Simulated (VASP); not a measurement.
# GaP (F-43m) in VASP: a series of runs

Aim: see how the results for GaP move with the level of theory and the settings. Levels: PBEsol, LDA. Tasks: relaxation of cell and atoms.

Everything below comes from runs of VASP 6.6.1. Logs are shortened: lines on timing, memory, paths and dates and some standing lists are left out, and cuts for length are marked.

### 1 Starting point

The structure is cubic, space group F-43m (No. 216). Conventional cell: a = 5.437 Å, b = 5.437 Å, c = 5.437 Å, α = 90.00°, β = 90.00°, γ = 90.00°. Ga (site symmetry -43m) is surrounded by 4 P at 2.35 Å. P (site symmetry -43m) has 4 Ga at 2.35 Å as nearest neighbours.

### 2 Relaxation of cell and atoms, PBEsol

The input, INCAR:

```
SYSTEM = GaP
PREC     = Accurate       ! precision mode
ENCUT    = 600            ! plane-wave cutoff, eV
EDIFF    = 1E-7           ! SCF threshold, eV
ISMEAR   = 0              ! smearing method
SIGMA    = 0.03           ! smearing width, eV
LREAL    = .False.        ! projectors in reciprocal space
LASPH    = .True.         ! aspherical terms in the spheres
NELM     = 80             ! most SCF steps
ALGO     = Normal         ! electronic algorithm
ISIF     = 3              ! what is computed and relaxed
LWAVE    = .False.        ! write WAVECAR
LCHARG   = .False.        ! write CHGCAR
GGA      = PS             ! functional
IBRION   = 2              ! ionic algorithm
NSW      = 90             ! ionic steps
EDIFFG   = -0.005         ! ionic threshold
KPAR     = 4
```

The input, KPOINTS:

```
Automatic mesh
0
Gamma
  8 8 8
  0 0 0
```

The input, POSCAR:

```
GaP                                     
1.0
    0.0000000000      2.7184163014      2.7184163014
    2.7184163014      0.0000000000      2.7184163014
    2.7184163014      2.7184163014      0.0000000000
  Ga              P             
     1     1
Direct
     0.0000000000000000    0.0000000000000000    0.0000000000000000
     0.2500000000000000    0.2500000000000000    0.2500000000000000
```

Potentials or basis: VASP PAW PBE potentials, release 64 (Ga_d, P).

Run with:

```console
> cat potpaw_PBE.64/Ga_d/POTCAR potpaw_PBE.64/P/POTCAR > POTCAR
> mpirun -np 4 vasp_std > vasp.out
```

OUTCAR:

```text
SYSTEM = GaP
   PREC = Accurate
   ENCUT = 600
   EDIFF = 1E-7
   ISMEAR = 0
   LREAL = .False.
   LASPH = .True.
   NELM = 80
   ISIF = 3
   GGA = PS
   IBRION = 2
   NSW = 90
   EDIFFG = -0.005

 ion  position               nearest neighbor table
   1  0.000  0.000  0.000-   2 2.35   2 2.35   2 2.35   2 2.35
   2  0.250  0.250  0.250-   1 2.35   1 2.35   1 2.35   1 2.35

  LATTYP: Found a face centered cubic cell.
 ALAT       =     5.4368326028

  Lattice vectors:

 A1 = (   0.0000000000,   2.7184163014,   2.7184163014)
 A2 = (   2.7184163014,   0.0000000000,   2.7184163014)
 A3 = (   2.7184163014,   2.7184163014,   0.0000000000)

Analysis of symmetry for initial positions (statically):
=====================================================================
 Subroutine PRICEL returns:
 Original cell was already a primitive cell.

 Routine SETGRP: Setting up the symmetry group for a
 face centered cubic supercell.

 Subroutine GETGRP returns: Found 24 space group operations
 (whereof 24 operations were pure point group operations)
 out of a pool of 48 trial point group operations.

The static configuration has the point symmetry T_d .

Analysis of symmetry for dynamics (positions and initial velocities):
=====================================================================
 Subroutine PRICEL returns:
 Original cell was already a primitive cell.

 Routine SETGRP: Setting up the symmetry group for a
 face centered cubic supercell.

 Subroutine GETGRP returns: Found 24 space group operations
 (whereof 24 operations were pure point group operations)
 out of a pool of 48 trial point group operations.

The dynamic configuration has the point symmetry T_d .

 Subroutine INISYM returns: Found 24 space group operations
 (whereof 24 operations are pure point group operations),
 and found     1 'primitive' translations

----------------------------------------------------------------------------------------

                                     Primitive cell

  volume of cell :      40.1770

  direct lattice vectors                    reciprocal lattice vectors
     0.000000000  2.718416301  2.718416301    -0.183930622  0.183930622  0.183930622
     2.718416301  0.000000000  2.718416301     0.183930622 -0.183930622  0.183930622
     2.718416301  2.718416301  0.000000000     0.183930622  0.183930622 -0.183930622

  length of vectors
     3.844421202  3.844421202  3.844421202     0.318577182  0.318577182  0.318577182

  position of ions in fractional coordinates (direct lattice)
     0.000000000  0.000000000  0.000000000
     0.250000000  0.250000000  0.250000000

  ion indices of the primitive-cell ions
   primitive index   ion index
                 1           1
                 2           2

----------------------------------------------------------------------------------------

 KPOINTS: Automatic mesh

Automatic generation of k-mesh.
 Grid dimensions read from file:
 generate k-points for:    8    8    8

 Generating k-lattice:

  Cartesian coordinates                     Fractional coordinates (reciprocal lattice)
    -0.022991328  0.022991328  0.022991328     0.125000000  0.000000000  0.000000000
     0.022991328 -0.022991328  0.022991328     0.000000000  0.125000000  0.000000000
     0.022991328  0.022991328 -0.022991328     0.000000000  0.000000000  0.125000000

  Length of vectors
     0.039822148  0.039822148  0.039822148

  Shift w.r.t. Gamma in fractional coordinates (k-lattice)
     0.000000000  0.000000000  0.000000000

 Subroutine IBZKPT returns following result:
 ===========================================

 Found     29 irreducible k-points:

 Following reciprocal coordinates:
            Coordinates               Weight
  0.000000  0.000000  0.000000      1.000000
  0.125000  0.000000  0.000000      8.000000
  0.250000  0.000000  0.000000      8.000000
  0.375000  0.000000  0.000000      8.000000
  0.500000  0.000000  0.000000      4.000000
  0.125000  0.125000  0.000000      6.000000
[... 16 lines left out ...]
  0.500000  0.250000  0.125000     48.000000
 -0.375000  0.250000  0.125000     24.000000
 [... further k-points ...]
   k-points           NKPTS =     29   k-points in BZ     NKDIM =     29   number of bands    NBANDS=     13
   number of dos      NEDOS =    301   number of ions     NIONS =      2
   total plane-waves  NPLWV =  32768
   dimension x,y,z NGX =    32 NGY =   32 NGZ =   32
   dimension x,y,z NGXF=    64 NGYF=   64 NGZF=   64
   ions per type =               1   1
   NGX,Y,Z   is equivalent  to a cutoff of  13.84, 13.84, 13.84 a.u.
   NGXF,Y,Z  is equivalent  to a cutoff of  27.68, 27.68, 27.68 a.u.
 SYSTEM =  GaP
   PREC   = accura    normal or accurate (medium, high low for compatibility)
   ISTART =      0    job   : 0-new  1-cont  2-samecut
   ICHARG =      2    charge: 1-file 2-atom 10-const
   ISPIN  =      1    spin polarized calculation?
   LNONCOLLINEAR =      F non collinear calculations
   LSORBIT =      F    spin-orbit coupling
   LASPH  =      T    aspherical Exc in radial PAW
   ENCUT  =  600.0 eV  44.10 Ry    6.64 a.u.   7.68  7.68  7.68*2*pi/ulx,y,z
   NELM   =     80;   NELMIN=  2; NELMDL= -5     # of ELM steps
   EDIFF  = 0.1E-06   stopping-criterion for ELM
   LREAL  =      F    real-space projection
   EDIFFG = -.5E-02   stopping-criterion for IOM
   NSW    =     90    number of steps for IOM
   IBRION =      2    ionic relax: 0-MD 1-quasi-New 2-CG
   NFREE  =      1    steps in history (QN), initial steepest desc. (CG)
   ISIF   =      3    stress and relaxation
   ISYM   =      2    0-nonsym 1-usesym 2-fastsym
   POTIM  = 0.5000    time-step for ionic-motion
   TEBEG  =    0.0;   TEEND  =   0.0 temperature during run
   PSTRESS=    0.0 pullay stress
   NELECT =      18.0000    total number of electrons
   NUPDOWN=      -1.0000    fix difference up-down
   EMIN   =  10.00;   EMAX   =-10.00  energy-range for DOS
   EFERMI =   0.00;   METHOD = LEGACY
   ISMEAR =     0;   SIGMA  =   0.03  broadening in eV -4-tet -1-fermi 0-gaus
   EFERMI_NEDOS =   21; number of points for ismear=-14 and -15
   IALGO  =     38    algorithm
   IMIX   =      4    mixing-type and parameters
     AMIX     =   0.40;   BMIX     =  1.00
     AMIX_MAG =   1.60;   BMIX_MAG =  1.00
  volume/ion in A,a.u.               =      20.09       135.56
  Fermi-wavevector in a.u.,A,eV,Ry     =   1.252679  2.367220 21.350316  1.569204
  Thomas-Fermi vector in A             =   2.386568
   LORBIT       =      0    0 simple, 1 ext, 2 COOP (PROOUT), +10 PAW based schemes
   GGA     = PS    functional components
   LHFCALC =     F    Hartree Fock is set to
   AEXX    =    0.0000 exact exchange contribution
   IVDW    =     0    specifies the selected vdW correction
   LEPSILON=     F    determine dielectric tensor
   LRPA    =     F    only Hartree local field effects (RPA)
 conjugate gradient relaxation of ions
 non-spin polarized calculation
 Gauss-broadening in eV      SIGMA  =   0.03
  energy-cutoff  :      600.00
  volume of cell :       40.18
 maximum number of plane-waves:      1363
   NGX = 15   NGY = 15   NGZ = 15

 number of electron      18.0000006 magnetization

 Free energy of the ion-electron system (eV)
  ---------------------------------------------------
  ext. energy  EPLUGINS =         0.00000000
  ---------------------------------------------------
  free energy    TOTEN  =        -9.92110651 eV

  energy without entropy =       -9.92110651  energy(sigma->0) =       -9.92110651

 E-fermi :   4.8415     XC(G=0): -10.0552

 val. band max:        4.6458062717   @ k =   0.0000   0.0000   0.0000
 cond. band min:       6.1469105033   @ k =   0.5000   0.5000   0.0000
 fundamental gap:      1.5011042316
 Fermi energy:         4.8414552427

 k-point     1 :       0.0000    0.0000    0.0000
  band No.  band energies     occupation
      1      -9.9089      2.00000
      2      -9.9089      2.00000
      3      -9.9089      2.00000
      4      -9.8058      2.00000
      5      -9.8058      2.00000
      6      -7.9353      2.00000
      7       4.6458      2.00000
      8       4.6458      2.00000
      9       4.6458      2.00000
     10       6.4582      0.00000
     11       8.4705      0.00000
     12       8.4705      0.00000
     13       8.4705      0.00000

 k-point     2 :       0.1250    0.0000    0.0000
  band No.  band energies     occupation
      1      -9.9233      2.00000
      2      -9.9040      2.00000
      3      -9.9040      2.00000
      4      -9.8059      2.00000
      5      -9.8059      2.00000
      6      -7.7295      2.00000
      7       2.9918      2.00000
      8       4.4094      2.00000
      9       4.4094      2.00000
     10       7.0703      0.00000
     11       8.8277      0.00000
     12       8.8277      0.00000
     13       9.0594      0.00000

 k-point     3 :       0.2500    0.0000    0.0000
  band No.  band energies     occupation
      1      -9.9548      2.00000
      2      -9.8936      2.00000
      3      -9.8936      2.00000
      4      -9.8046      2.00000
      5      -9.8046      2.00000
      6      -7.1457      2.00000
      7       0.7149      2.00000
      8       3.9675      2.00000
      9       3.9675      2.00000
     10       6.7473      0.00000
     11       9.3368      0.00000
     12       9.3368      0.00000
     13      10.9453      0.00000
[... 305 lines left out ...]
 k-point    23 :       0.5000    0.2500    0.1250
  band No.  band energies     occupation
      1      -9.9943      2.00000
      2      -9.8776      2.00000
      3      -9.8677      2.00000
      4      -9.8151      2.00000
      5      -9.7966      2.00000
      6      -5.8768      2.00000
      7      -1.1260      2.00000
      8       1.5336      2.00000
      9       2.8809      2.00000
     10       8.0708      0.00000
     11       9.0075      0.00000
     12      10.2680      0.00000
     13      11.7233      0.00000

 k-point    24 :      -0.3750    0.2500    0.1250
  band No.  band energies     occupation
      1     -10.0001      2.00000
      2      -9.8771      2.00000
      3      -9.8644      2.00000
      4      -9.8114      2.00000
      5      -9.7984      2.00000
      6      -5.4051      2.00000
      7      -1.8637      2.00000
      8       1.3771      2.00000
      9       2.6631      2.00000
     10       8.0610      0.00000
     11       8.8339      0.00000
     12      11.0770      0.00000
     13      12.5058      0.00000

 [... further k-points ...]
[... 5 lines left out ...]
  --------------------------------------------------------------------------------------
  -------------------------------------------------------------------------------------
  Total        0.0008286      0.0008286      0.0008286      0.0000000      0.0000000     -0.0000000
  in kB        0.0330443      0.0330443      0.0330443      0.0000000      0.0000000     -0.0000000
  external PRESSURE =       0.0330443 kB  Pullay stress =       0.0000000 kB

 VOLUME and BASIS-vectors are now :
 -----------------------------------------------------------------------------
  energy-cutoff  :      600.00
  volume of cell :       40.18
      direct lattice vectors                 reciprocal lattice vectors
     0.000000000  2.718416301  2.718416301    -0.183930622  0.183930622  0.183930622
     2.718416301  0.000000000  2.718416301     0.183930622 -0.183930622  0.183930622
     2.718416301  2.718416301  0.000000000     0.183930622  0.183930622 -0.183930622

 POSITION                                       TOTAL-FORCE (eV/Angst)
 -----------------------------------------------------------------------------------
      0.00000      0.00000      0.00000        -0.000000     -0.000000     -0.000000
      1.35921      1.35921      1.35921         0.000000      0.000000      0.000000
 -----------------------------------------------------------------------------------
    total drift:                                0.000001      0.000001      0.000001

  FREE ENERGIE OF THE ION-ELECTRON SYSTEM (eV)
  ---------------------------------------------------
  free  energy   TOTEN  =        -9.9211065095 eV

  energy  without entropy=       -9.9211065095  energy(sigma->0) =       -9.92110651

 reached required accuracy - stopping structural energy minimisation
```

It took 11 s on 4 MPI ranks of Intel Xeon Platinum 8488C (Sapphire Rapids), shared host; peak memory 0.17 GiB.

Results:

| Quantity | Value |
| --- | --- |
| Free energy | -9.9211 eV |
| Pressure after relaxing | 0.0 GPa |
| Band gap on the k mesh | 1.50 eV, indirect (least direct gap 1.81 eV) |

Final structure:
```yaml
crystal:
  lattice:
    - [0.00000, 2.71842, 2.71842]
    - [2.71842, 0.00000, 2.71842]
    - [2.71842, 2.71842, 0.00000]
  atoms:
    - { symbol: Ga, position: [0.00000, 0.00000, 0.00000] }
    - { symbol: P, position: [0.25000, 0.25000, 0.25000] }
```

Levels at points of the mesh, in eV from the valence-band top:
```tsv
k point	band 7	band 8	band 9	band 10	band 11	band 12
(0.00, 0.00, 0.00)	0.00	0.00	0.00	1.81	3.82	3.82
(0.50, 0.00, 0.00)	-6.74	-1.14	-1.14	1.61	4.65	4.65
(0.50, 0.50, 0.00)	-6.84	-2.74	-2.74	1.50	1.71	10.61
```

Caveat: the relaxation stopped at its first step, so nothing moved; the PAW data sets were made with another functional, which shifts forces and pressure a little. A k mesh can miss the band edges.

### 3 Relaxation of cell and atoms, LDA

This run uses another cell than the first one, of 20.24 Å³/atom, 1.008 times its volume.

The input, INCAR:

```
PREC = Accurate
ENCUT = 600
EDIFF = 1E-6
ISMEAR = 0
SIGMA = 0.03
LREAL = False
LASPH = True
NELM = 80
ALGO = Normal
ISIF = 3
LWAVE = False
LCHARG = False
IBRION = 2
NSW = 90
EDIFFG = -0.01
```

The input, KPOINTS:

```
Automatic mesh
0
Gamma
  8 8 8
```

The input, POSCAR:

```
GaP
1.0
    0.0000000000      2.7252500000      2.7252500000
    2.7252500000      0.0000000000      2.7252500000
    2.7252500000      2.7252500000      0.0000000000
Ga P
1 1
Direct
    0.0000000000      0.0000000000      0.0000000000
    0.2500000000      0.2500000000      0.2500000000
```

Potentials or basis: VASP PAW LDA potentials, release 64 (Ga_d, P).

Run with:

```console
> cat potpaw_LDA.64/Ga_d/POTCAR potpaw_LDA.64/P/POTCAR > POTCAR
> mpirun -np 1 vasp_std > vasp.out
```

Run time: 22 s. Hardware: 1 thread of AMD EPYC 9R14 (Zen 4), shared host; peak memory 0.14 GiB.

Results (log left out):

| Property | Result |
| --- | --- |
| Free energy | -10.4511 eV |
| Relaxed volume | 19.61 Å³/atom |
| Relaxed cell | a = 3.814 Å, b = 3.814 Å, c = 3.814 Å, α = 60.00°, β = 60.00°, γ = 60.00° |
| Space group after relaxing (to 0.05 Å) | F-43m (No. 216) |
| Energy gained by relaxing | 5.4 meV/atom |
| Ionic steps | 3 |
| Pressure after relaxing | -0.1 GPa |
| Band gap on the k mesh | 1.43 eV, indirect (least direct gap 1.90 eV) |

The path:
```
step  energy change (eV)  largest force (eV/Å)  pressure (GPa)  volume (Å³)
   1              0.0000                0.0000           -2.68        40.48
   2             -0.0073                0.0000            1.68        38.53
   3             -0.0108                0.0000           -0.07        39.22
```

Final structure:
```
CELL_PARAMETERS angstrom
0.00000 2.69669 2.69669
2.69669 0.00000 2.69669
2.69669 2.69669 0.00000
ATOMIC_POSITIONS crystal
Ga 0.00000 0.00000 0.00000
P 0.25000 0.25000 0.25000
```

Levels at points of the mesh, in eV from the valence-band top:
| k point | band 7 | band 8 | band 9 | band 10 | band 11 | band 12 |
| --- | --- | --- | --- | --- | --- | --- |
| (0.00, 0.00, 0.00) | 0.00 | 0.00 | 0.00 | 1.90 | 3.78 | 3.78 |
| (0.50, 0.00, 0.00) | -6.89 | -1.18 | -1.18 | 1.61 | 4.62 | 4.62 |
| (0.50, 0.50, 0.00) | -6.99 | -2.82 | -2.82 | 1.43 | 1.65 | 10.69 |

### 4 Relaxation of cell and atoms, LDA

This run uses another cell than the first one, of 19.61 Å³/atom, 0.976 times its volume.

Changes to INCAR since step 3:

```diff
@@ -2,3 +2,3 @@
 ENCUT = 600
-EDIFF = 1E-6
+EDIFF = 1E-7
 ISMEAR = 0
@@ -14,2 +14,2 @@
 NSW = 90
-EDIFFG = -0.01
+EDIFFG = -0.005
```

KPOINTS is that of step 3.

The input, POSCAR:

```
GaP                                     
1.0
    0.0000000000      2.6966856198      2.6966856198
    2.6966856198      0.0000000000      2.6966856198
    2.6966856198      2.6966856198      0.0000000000
  Ga              P             
     1     1
Direct
     0.0000000000000000    0.0000000000000000    0.0000000000000000
     0.2500000000000000    0.2500000000000000    0.2500000000000000
```

Run with:

```console
> cat potpaw_LDA.64/Ga_d/POTCAR potpaw_LDA.64/P/POTCAR > POTCAR
> mpirun -np 1 vasp_std > vasp.out
```

It took 11 s on 1 thread of AMD EPYC 9R14 (Zen 4), shared host; peak memory 0.12 GiB.

Results (log left out):

* Free energy: -10.4508 eV
* Pressure after relaxing: 0.0 GPa
* Band gap on the k mesh: 1.43 eV, indirect (least direct gap 1.90 eV)

Final structure:
```yaml
crystal:
  lattice:
    - [0.00000, 2.69669, 2.69669]
    - [2.69669, 0.00000, 2.69669]
    - [2.69669, 2.69669, 0.00000]
  atoms:
    - { symbol: Ga, position: [0.00000, 0.00000, 0.00000] }
    - { symbol: P, position: [0.25000, 0.25000, 0.25000] }
```

Levels at points of the mesh, in eV from the valence-band top:
```csv
k point,band 6,band 7,band 8,band 9,band 10,band 11,band 12,band 13
"(0.00, 0.00, 0.00)",-12.75,0.00,0.00,0.00,1.90,3.78,3.78,3.78
"(0.50, 0.00, 0.00)",-10.56,-6.89,-1.18,-1.18,1.61,4.62,4.62,8.11
"(0.50, 0.50, 0.00)",-9.60,-6.99,-2.82,-2.82,1.43,1.65,10.69,10.69
```

Caveat: the relaxation stopped at its first step, so nothing moved. A hybrid or GW would open this gap; LDA tends to underestimate it.
